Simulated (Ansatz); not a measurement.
Space group Im-3m (No. 229). a = 3.431 Å, b = 3.431 Å, c = 3.431 Å, α = 90.00°, β = 90.00°, γ = 90.00°
```csv
atom,site,symmetry,x,y,z
Li,2a,m-3m,0.0000,0.0000,0.0000
```

Equation of state of this Li structure (not necessarily the ground state), with shape and atoms relaxed at each volume where symmetry leaves them free. It has no gap at any of these volumes. Theory: Ansatz, DFT PBEsol, scalar-relativistic, plane waves, PAW.

Settings: cutoff 420 eV, Γ-centred mesh 16×16×16 on the computed 1-atom cell, Gaussian smearing of 0.10 eV; no spin polarisation.

```json
{"V (Å³/atom)": "18.976", "E − E(largest V) (meV/atom)": "1.20", "P (GPa)": "0.99"}
{"V (Å³/atom)": "19.582", "E − E(largest V) (meV/atom)": "-1.58", "P (GPa)": "0.49"}
{"V (Å³/atom)": "20.187", "E − E(largest V) (meV/atom)": "-2.56", "P (GPa)": "0.04"}
{"V (Å³/atom)": "20.793", "E − E(largest V) (meV/atom)": "-1.97", "P (GPa)": "-0.35"}
{"V (Å³/atom)": "21.399", "E − E(largest V) (meV/atom)": "0.00", "P (GPa)": "-0.69"}
```

**Question.** Fit a third-order Birch–Murnaghan equation to E(V).

**Answer.** V0 = 20.25 Å³/atom, B0 = 14 GPa, B0' = 3.3.